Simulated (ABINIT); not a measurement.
The system is BAs.

```xyz
2
Lattice="0.0000 2.3885 2.3885 2.3885 0.0000 2.3885 2.3885 2.3885 0.0000" Properties=species:S:1:pos:R:3 pbc="T T T"
As    3.5827    3.5827    3.5827
B     0.0000    0.0000    0.0000
```

Base run:

| Quantity | Value |
| --- | --- |
| Program | ABINIT 10.8.3 (patched build) |
| Functional | revPBE |
| Potentials or basis | JTH PAW PBE v2.0 |
| Cutoff | 490 eV |
| k mesh | 10 × 10 × 10 |
| Occupations | fermi-dirac, width 0.05 eV |
| Spin | no spin polarisation |

Its results: band gap on the k mesh 1.20 eV, indirect (least direct gap 3.27 eV); pressure 4.8 GPa.

Q: The run is repeated on the same cell with these changes: functional from revPBE to LDA. What comes out?

A: Band gap on the k mesh 1.13 eV, indirect (least direct gap 3.25 eV); pressure -3.8 GPa.

LDA binds more tightly than revPBE, so the same cell stands under less pressure.

Caveats: the PAW data sets were made with another functional, which shifts forces and pressure a little.

A k mesh can miss the band edges.
